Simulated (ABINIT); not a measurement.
Crystal: WC (Qusongite).

```xyz
2
Lattice="2.9065 0.0000 0.0000 -1.4532 2.5171 0.0000 0.0000 0.0000 2.8366" Properties=species:S:1:pos:R:3 pbc="T T T"
W     0.0000    0.0000    0.0000
C     1.4533    0.8390    1.4183
```

Base run:

* Program: ABINIT 10.8.3 (patched build)
* Functional: r2SCAN
* Potentials or basis: JTH PAW PBE v2.0
* Cutoff: 626 eV
* k mesh: 10 × 10 × 9
* Occupations: fermi-dirac, width 0.05 eV
* Spin: no spin polarisation

Its results: band gap on the k mesh none (metal or under the smearing width); pressure 3.3 GPa.

**Question.** After a change of settings the same cell gave: band gap on the k mesh none (metal or under the smearing width); pressure 4.0 GPa. Which change was it?
A. functional from r2SCAN to BLYP; cutoff from 626 eV to 517 eV; fine-grid cutoff from 1224.51 eV to 1034.03 eV
B. functional from r2SCAN to PW91; cutoff from 626 eV to 544 eV; fine-grid cutoff from 1224.51 eV to 1088.46 eV
C. functional from r2SCAN to PBEsol; potentials or basis from JTH PAW PBE v2.0 to PseudoDojo NC SR PBEsol v0.4.1 standard; cutoff from 626 eV to 1116 eV
D. k mesh from 10 × 10 × 9 to 4 × 4 × 4

**Answer.** D.

Caveats: some runs use coarse meshes; the PAW data sets were made with another functional, which shifts forces and pressure a little; spin-orbit coupling is left out, which moves the levels of the heavy elements (some runs).
